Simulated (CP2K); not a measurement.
Hf:

```
Hf
1.0
     3.19670    0.00000    0.00000
    -1.59835    2.76842    0.00000
     0.00000    0.00000    5.05780
Hf
2
Direct
  0.66667 0.33333 0.75000
  0.33333 0.66667 0.25000
```

Base run:

| Item | Value |
| --- | --- |
| Program | CP2K 2026.2 |
| Functional | SCAN |
| Potentials or basis | POTENTIAL_UZH Hf GTH-PBE-q12; TZVP-MOLOPT-PBE-GTH basis |
| Density cutoff | 9184 eV |
| k mesh | 10 × 10 × 5 |
| Occupations | fermi-dirac, width 0.05 eV |
| Spin | no spin polarisation |

Its results: band gap on the k mesh none (metal or under the smearing width); pressure 1.0 GPa.

Question: After a change of settings the same cell gave: band gap on the k mesh none (metal or under the smearing width); pressure -5.6 GPa. Which change was it?
A. functional from SCAN to OLYP
B. functional from SCAN to LDA
C. functional from SCAN to AM05
D. functional from SCAN to PBEsol

Answer: B.

Caveats: the potentials were made for another functional, which shifts forces and pressure; spin-orbit coupling is left out, which moves the levels of the heavy elements; the basis of atomic orbitals isn't converged, which shifts pressures, moduli and gaps.

Runs at the PBE level aren't shown here.
